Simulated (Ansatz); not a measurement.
The system is Pb.

```xyz
1
Lattice="-1.9797 1.9797 1.9797 1.9797 -1.9797 1.9797 1.9797 1.9797 -1.9797" Properties=species:S:1:pos:R:3 pbc="T T T"
Pb    0.0000    0.0000    0.0000
```

This isn't the form of Pb at room conditions, which is fcc.

Base run:

| Quantity | Value |
| --- | --- |
| Program | Ansatz 0.2.0 |
| Functional | PBEsol |
| Potentials or basis | all-electron LAPW, scalar-relativistic |
| Cutoff | 163 eV |
| Density cutoff | 651 eV |
| Basis error allowed | 0.001 eV/atom |
| k mesh | 7 × 7 × 7 |
| Occupations | fermi-dirac, width 0.05 eV |
| Spin | no spin polarisation |

Its results: pressure -2.2 GPa.

**Question.** The run is repeated on the same cell with these changes: functional from PBEsol to LDA; k mesh from 7 × 7 × 7 to 9 × 9 × 9. What comes out?

**Answer.** Pressure -3.4 GPa.

Several settings changed at once, so the effect can't be laid on one alone.

Caveats: the k mesh is thin for a metal, which can move the energy by tens of meV per atom (some runs).

Not every run made on this cell is shown here.
